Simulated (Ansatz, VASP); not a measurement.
Sc: VASP beside Ansatz

```
Sc
1.0
     0.00000    2.20239    2.33861
     2.20239    0.00000    2.33861
     2.20239    2.20239    0.00000
Sc
1
Direct
  0.00000 0.00000 0.00000
```

Change from the starting cell: strain -0.030 along x and y, +0.030 along z, atoms carried along.

Alike in both runs: task single point; functional LDA; k mesh 18 × 18 × 18; occupations gaussian, width 0.15 eV; no spin polarisation.

```csv
,VASP,Ansatz
version,VASP 6.6.1,Ansatz 0.2.0
potentials or method,"VASP PAW LDA potentials, release 64 (Sc_sv)","scalar-relativistic, plane waves, PAW"
plane-wave cutoff (eV),520,420
valence electrons in the cell,11,11
```

```csv
,VASP,Ansatz,Ansatz less VASP
gap on the k mesh at the Fermi level (eV),none,none,-
pressure (GPa),-0.7,-0.8,-0.07
largest component of the traceless stress (GPa),1.41,1.40,-0.004
```

A gap of «none» marks a metal or a gap that the smearing closes.
